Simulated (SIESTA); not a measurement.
A run of SIESTA 5.4.2 is set up as follows.

The input Co.fdf:

```
SystemName                      Co
SystemLabel                     Co
NumberOfSpecies                 1
NumberOfAtoms                   2
%block ChemicalSpeciesLabel
  1  27 Co
%endblock ChemicalSpeciesLabel

LatticeConstant                 1.0 Ang
%block LatticeVectors
     2.4719999032     0.0000000000     0.0000000000
    -1.2359999516     2.1408147143     0.0000000000
     0.0000000000     0.0000000000     4.0211440800
%endblock LatticeVectors
AtomicCoordinatesFormat         Fractional
%block AtomicCoordinatesAndAtomicSpecies
     0.6666666667     0.3333333333     0.7500000000  1  Co
     0.3333333333     0.6666666667     0.2500000000  1  Co
%endblock AtomicCoordinatesAndAtomicSpecies

%block kgrid.MonkhorstPack
    9   0   0  0.0
    0   9   0  0.0
    0   0   5  0.0
%endblock kgrid.MonkhorstPack
XC.Functional                   GGA
XC.Authors                      PBEsol
PAO.BasisSize                   DZP
PAO.EnergyShift                 0.003 Ry
Mesh.Cutoff                     800 Ry
Spin                            polarized
%block DM.InitSpin
    1   2.000
    2   2.000
%endblock DM.InitSpin
OccupationFunction              FD
ElectronicTemperature           0.05 eV
MaxSCFIterations                200
SCF.MustConverge                false
SCF.Mixer.Method                Pulay
SCF.Mixer.Weight                0.1
SCF.Mixer.History               10
SCF.DM.Tolerance                5.0e-05
SCF.H.Tolerance                 1.0e-03 eV
WriteForces                     true
Charge.Mulliken                 end
BandLinesScale                  ReciprocalLatticeVectors
%block BandLines
    1    0.000000   0.000000   0.000000  \Gamma
   11    0.500000   0.000000   0.000000  M
    7    0.333333   0.333333   0.000000  K
   13    0.000000   0.000000   0.000000  \Gamma
    6    0.000000   0.000000   0.500000  A
   11    0.500000   0.000000   0.500000  L
    7    0.333333   0.333333   0.500000  H
   13    0.000000   0.000000   0.500000  A
    1    0.500000   0.000000   0.500000  L
    6    0.500000   0.000000   0.000000  M
    1    0.333333   0.333333   0.000000  K
    6    0.333333   0.333333   0.500000  H
%endblock BandLines
%block PAO.Basis
  Co 5
  n=3 0 2
    2.527 0.000
  n=4 0 2
    7.312 0.000
  n=3 1 2
    2.827 0.000
  n=4 1 1
    7.312
  n=3 2 2
    4.649 0.000
%endblock PAO.Basis
```

Potentials or basis: PseudoDojo 0.4 standard (PBEsol files), DZP (energy shift 0.003 Ry; two zetas on semicore shells).

Launch:

```sh
$ siesta < Co.fdf > Co.out 2>&1
```

(1) Estimate the band gap on the k mesh.

(2) Predict the site moments.

(3) Predict the net moment.

(4) Estimate the pressure.

Results:

(1) none (metal or under the smearing width).

(2) Co +1.53 μB.

(3) 3.07 μB per cell.

(4) -6.3 GPa.

Caveat: short orbitals over semicore shells can move pressures by several GPa; the basis of atomic orbitals isn't converged, which shifts pressures, moduli and gaps.
